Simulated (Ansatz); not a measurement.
# LiCl (Fm-3m) under strain

LiCl (started from an entry of an open crystallographic database), relaxed with r2SCAN in the PAW code Ansatz. It is cubic, Fm-3m (No. 225); a = 5.112 Å in the conventional setting, 16.70 Å³ an atom. Li is surrounded by 6 Cl at 2.56 Å; Cl is surrounded by 6 Li at 2.56 Å.

The axes x, y and z are those of this cell:
```
Li Cl
1.0
     0.00000    2.55603    2.55603
     2.55603    0.00000    2.55603
     2.55603    2.55603    0.00000
Li Cl
1 1
Cartesian
  0.0000 0.0000 0.0000
  2.5560 2.5560 2.5560
```

Unstrained: The PBE gap is indirect, 6.384 eV (Γ–K (0.19 of the way from Γ) to Γ), below the direct gap of 6.387 eV at Γ. Least and direct gap differ so little that the kind isn't settled. r2SCAN gives an indirect gap of 7.291 eV, from Γ–K (0.19 of the way from Γ) to Γ; the least direct gap is 7.291 eV at Γ. Least and direct gap differ so little that the kind isn't settled. The HSE06 gap is indirect, 7.785 eV (Γ–K (0.19 of the way from Γ) to Γ), below the direct gap of 7.787 eV at Γ. Least and direct gap differ so little that the kind isn't settled. Meshes: PBE 8×8×8, r2SCAN 8×8×8, HSE06 6×6×6. Strains are changes of length per length, and xy shears are angles. After each strain the atoms were relaxed again with r2SCAN within the symmetry that the strain leaves, so tilts or polar shifts that break it weren't tested; points keep the names that they have in the unstrained zone. Calculated for a static, non-magnetic cell.

Changes of the least gap in eV (an overlap counts as a negative gap):
```tsv
strain	volume change (%)	space group	PBE	r2SCAN	HSE06	G0W0@PBE (mesh)	energy rise, r2SCAN (meV/atom)
xy shear, engineering strain (angle) +3.47 %	0.0	Immm	-0.112	-0.119	-0.117	-0.12	1.7
uniaxial +5.42 % along z	+5.4	I4/mmm	-0.364	-0.392	-0.386	-0.37	7.4
biaxial +1.37 % in x and y, z held	+2.8	I4/mmm	-0.165	-0.180	-0.175	-0.17	1.5
isotropic -1.88 % on every length	-5.5	Fm-3m	+0.345	+0.308	+0.365	+0.34	6.2
```
Unstrained, G0W0@PBE with 139 empty bands, a screening cutoff of 150 eV and a 6×6×6 mesh gives 8.87 eV on its mesh; the band count follows the volume. No extrapolation in bands, cutoff or mesh was made for G0W0.

Xy shear, engineering strain (angle) +3.47 %. HSE06: the gap goes from 7.785 to 7.668 eV (-0.117 eV); least and direct gap lie within 0.04 eV, so its kind isn't settled. Stress change with r2SCAN, compression positive: xx +0.04, yy +0.04, zz -0.02, xy -0.96 GPa.

Uniaxial +5.42 % along z, other directions held. HSE06: the gap goes from 7.785 to 7.399 eV (-0.386 eV); least and direct gap lie within 0.04 eV, so its kind isn't settled. Stress change with r2SCAN, compression positive: xx -1.04, yy -1.04, zz -2.36 GPa.

Biaxial +1.37 % in x and y, z held. HSE06: the gap goes from 7.785 to 7.610 eV (-0.175 eV); least and direct gap lie within 0.04 eV, so its kind isn't settled. Stress change with r2SCAN, compression positive: xx -1.03, yy -1.03, zz -0.58 GPa.

Isotropic -1.88 % on every length. HSE06: the gap goes from 7.785 to 8.150 eV (+0.365 eV); the edges go from Γ–K (0.19) → Γ to Γ–K (0.21) → Γ. Stress change with r2SCAN, compression positive: xx +2.25, yy +2.25, zz +2.25 GPa.

Where an edge lies off the special points, it is a point of the mesh or the k point where a search put PBE's edge or least direct gap, reused for the other functionals, whose own edges may lie a little apart.

The meshes of the hybrids are coarse, so their gaps aren't converged to the digits shown.
